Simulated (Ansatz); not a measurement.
## Bands of O

```
O
1.0
     1.67495    0.96703    3.73200
    -1.67495    0.96703    3.73200
     0.00000   -1.93406    3.73200
O
2
Direct
  0.94539 0.94539 0.94539
  0.05461 0.05461 0.05461
```

Atoms are numbered in the order listed.

Structure from Materials Project entry mp-610917 (possibly hypothetical), not relaxed further.

Other magnetic orders may lie lower; this is the state that the run reached.

All numbers below come from Ansatz 0.2.0, DFT, PBE, all-electron LAPW, scalar-relativistic.

The runs use a Γ-centred 8×8×8 k mesh, Fermi–Dirac smearing of 0.02 eV, basis error target 1 meV/atom, spin-polarised from start moments O1 1, O2 1 μB, ending with a cell moment of 2.00 μB.

Points in fractions of the reciprocal vectors of this cell: Γ (0, 0, 0), T (0.5, 0.5, 0.5), H2 (0.789, 0.211, 0.5), H0 (0.5, -0.211, 0.211), L (0.5, 0, 0), S0 (0.356, -0.356, 0), S2 (0.644, 0, 0.356), F (0.5, 0, 0.5). The path joins them by straight lines in the order Γ–T–H2–H0–L–Γ–S0–S2–F; legs that retrace an earlier one aren't tabulated. Energies are in eV from the top of the valence band.

Q: Is there a gap, and where are the band edges?

A: 1.30 eV, indirect from T (0.5, 0.5, 0.5) to F (0.5, 0, 0.5) (the direct gap is only 0.06 eV larger).

Q: List the levels between -20 and 10 eV at the symmetry points.

A: 
Γ spin-up: -14.01, -7.54, -6.47 (×2), -0.14 (×2), 6.78
Γ spin-down: -12.18, -6.72, -4.51 (×2), 2.25 (×2), 7.20
T spin-up: -14.42, -6.65, -6.52 (×2), 0.00 (×2), 7.06, 7.90
T spin-down: -12.68, -5.72, -4.58 (×2), 2.43 (×2), 7.76, 8.18
H2 spin-up: -14.09, -7.12, -6.96, -6.77, -0.69, -0.31, 9.36
H2 spin-down: -12.29, -5.91, -5.26, -5.12, 1.51, 2.04
H0 spin-up: -14.09, -7.12, -6.96, -6.77, -0.69, -0.31, 9.36
H0 spin-down: -12.29, -5.91, -5.26, -5.12, 1.51, 2.04
L spin-up: -14.00, -7.33, -7.04, -6.61, -0.57, -0.34, 9.33
L spin-down: -12.19, -6.15, -5.58, -4.68, 1.70, 1.99
S0 spin-up: -14.06, -7.07, -7.05, -6.80, -0.68, -0.34, 9.46
S0 spin-down: -12.26, -5.95, -5.23, -5.18, 1.54, 1.99
S2 spin-up: -14.06, -7.07, -7.05, -6.80, -0.68, -0.34, 9.46
S2 spin-down: -12.26, -5.95, -5.23, -5.18, 1.54, 1.99
F spin-up: -14.13, -7.23, -6.77, -6.71, -0.85, -0.06, 9.04
F spin-down: -12.34, -5.85, -5.46, -4.81, 1.30, 2.36, 9.92
